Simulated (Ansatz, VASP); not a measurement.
# Two plane-wave programs on SiC

```
Si C
1.0
     2.91743    0.00000    0.00000
    -1.45871    2.52656    0.00000
     0.00000    0.00000    4.78737
Si C
2 2
Direct
  0.33333 0.66667 0.00471
  0.66667 0.33333 0.50471
  0.33333 0.66667 0.38029
  0.66667 0.33333 0.88029
```

Alike in both runs: functional PBE; k mesh 12 × 12 × 6; occupations gaussian, width 0.05 eV; no spin polarisation.

Ansatz relaxed the structure, and its values are those at the end. VASP's run is a single point on that final structure, the one shown.

|  | VASP | Ansatz |
| --- | --- | --- |
| version | VASP 6.6.1 | Ansatz 0.2.0 |
| potentials or method | VASP PAW PBE potentials, release 64 (Si, C) | scalar-relativistic, plane waves, PAW |
| plane-wave cutoff (eV) | 520 | 520 |
| valence electrons in the cell | 16 | 16 |

```csv
,VASP,Ansatz,Ansatz less VASP
gap on the k mesh at the Fermi level (eV),1.96,1.97,+0.005
least direct gap on the mesh (eV),4.28,4.29,+0.010
```

The functional is the same, so the differences come from potentials, cutoffs and numerics. Ansatz warned: «stress_scf_threshold_loose».

 A k mesh can miss the band edges.
